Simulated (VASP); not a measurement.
# TiAl₃: restarted molecular dynamics, 2 variants

TiAl₃, I4/mmm (no. 139), 8 atoms in the cell. PBE, molecular dynamics; PAW potentials Ti, Al (PBE set).

| Restart from | Temperature at the end (K) | The same without a restart (K) | Potential energy at the end (eV/atom) | The same without a restart (eV/atom) | Electronic steps in the first step after the restart | Time (s) |
|---|---|---|---|---|---|---|
| CONTCAR with velocities, WAVECAR read | 926.0 | 926.0 | -4.98249 | -4.98250 | 5 | 111 |
| CONTCAR with velocities, no WAVECAR | 926.0 | 926.0 | -4.98249 | -4.98250 | 20 | 122 |

Limits: 120 fs of 8 atoms are too short for converged averages; the cell is only 3.8 Å across, so each atom moves in step with near copies of itself.

## Input of the first row

INCAR.step1:
```
GGA = PE
PREC = Normal
ENCUT = 240
EDIFF = 1E-6
NELMIN = 4
NELM = 60
ALGO = Fast
LREAL = Auto
LASPH = T
ISMEAR = -1
SIGMA = 0.05
ISYM = 0
LWAVE = T
LCHARG = F
IBRION = 0
NSW = 30
POTIM = 2.0
TEBEG = 1000
ISIF = 2
RANDOM_SEED = 140607 0 0
MDALGO = 2
SMASS = 0
KPAR = 2
```

INCAR.step2, as INCAR.step1 but for:
```
- LWAVE = T
+ LWAVE = F
```

KPOINTS:
```
k-points
0
Gamma
  3 3 2
```

POSCAR.step1:
```
TiAl3
1.0
    3.8222135426      0.0000000000      0.0000000000
    0.0000000000      3.8222135426      0.0000000000
    0.0000000000      0.0000000000      8.5613375894
Ti Al
2 6
Direct
    0.0000000000      0.0000000000      0.0000000000
    0.5000000000      0.5000000000      0.5000000000
    0.5000000000      0.0000000000      0.2500000000
    0.0000000000      0.5000000000      0.2500000000
    0.5000000000      0.5000000000      0.0000000000
    0.0000000000      0.5000000000      0.7500000000
    0.5000000000      0.0000000000      0.7500000000
    0.0000000000      0.0000000000      0.5000000000
```

Commands (each step's output is kept before the next begins):
```
cat potpaw_PBE.64/Ti/POTCAR potpaw_PBE.64/Al/POTCAR > POTCAR
cp INCAR.step1 INCAR
cp POSCAR.step1 POSCAR
mpirun -np 2 vasp_std > vasp.out
cp CONTCAR POSCAR
cp INCAR.step2 INCAR
mpirun -np 2 vasp_std > vasp.out
```

Changes of the last row against the first:
```
(step 1)
- LWAVE = True
+ LWAVE = False
```

VASP 6.6.1 took 111 s on 2 cores (AMD EPYC 7R43 (Zen 3)), a shared host.
